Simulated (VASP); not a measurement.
The system is Sb.

```
Sb
1.0
     3.29636    0.00000    0.00000
    -1.64818    2.85473    0.00000
     0.00000    0.00000    5.17717
Sb
2
Direct
  0.33333 0.66667 0.25000
  0.66667 0.33333 0.75000
```

This isn't the form of Sb at room conditions, which is rhombohedral.

The cell isn't the ideal one: cell and atoms relaxed from 0.97 times the given volume.

| Property | Result |
| --- | --- |
| Program | VASP 6.6.1 |
| Task | relaxation of cell and atoms |
| Functional | PBE |
| Potentials or basis | VASP PAW PBE potentials, release 64 (Sb) |
| Cutoff | 600 eV |
| k mesh | 11 × 11 × 7 |
| Occupations | fermi-dirac, width 0.05 eV |
| Spin | no spin polarisation |

At the start: pressure 8.9 GPa; volume 24.36 Å³/atom.

**Question.** How do energy, volume and symmetry change on relaxing?

**Answer.** Over 10 steps the energy falls by 73.6 meV/atom and the volume is 27.32 Å³/atom (+12.2 %); space group P6_3/mmc (No. 194, to 0.05 Å).

The path:
| step | energy change (eV) | largest force (eV/Å) | pressure (GPa) | volume (Å³) |
| --- | --- | --- | --- | --- |
| 1 | 0.0000 | 0.0000 | 8.94 | 48.72 |
| 2 | -0.0915 | 0.0000 | -3.79 | 58.94 |
| 3 | -0.1469 | 0.0000 | 0.00 | 54.61 |
| 4 | -0.1469 | 0.0000 | 0.13 | 54.48 |
| 5 | -0.1469 | 0.0000 | 0.13 | 54.49 |
| 6 | -0.1471 | 0.0000 | 0.13 | 54.52 |
| 7 | -0.1471 | 0.0000 | 0.11 | 54.57 |
| 8 | -0.1472 | 0.0000 | 0.12 | 54.54 |
| 9 | -0.1472 | 0.0000 | -0.09 | 54.74 |
| 10 | -0.1473 | 0.0000 | 0.00 | 54.65 |

Final structure:
```xyz
2
Lattice="3.4327 0.0000 0.0000 -1.7163 2.9728 0.0000 0.0000 0.0000 5.3552" Properties=species:S:1:pos:R:3 pbc="T T T"
Sb    0.0000    1.9819    1.3388
Sb    1.7163    0.9909    4.0164
```
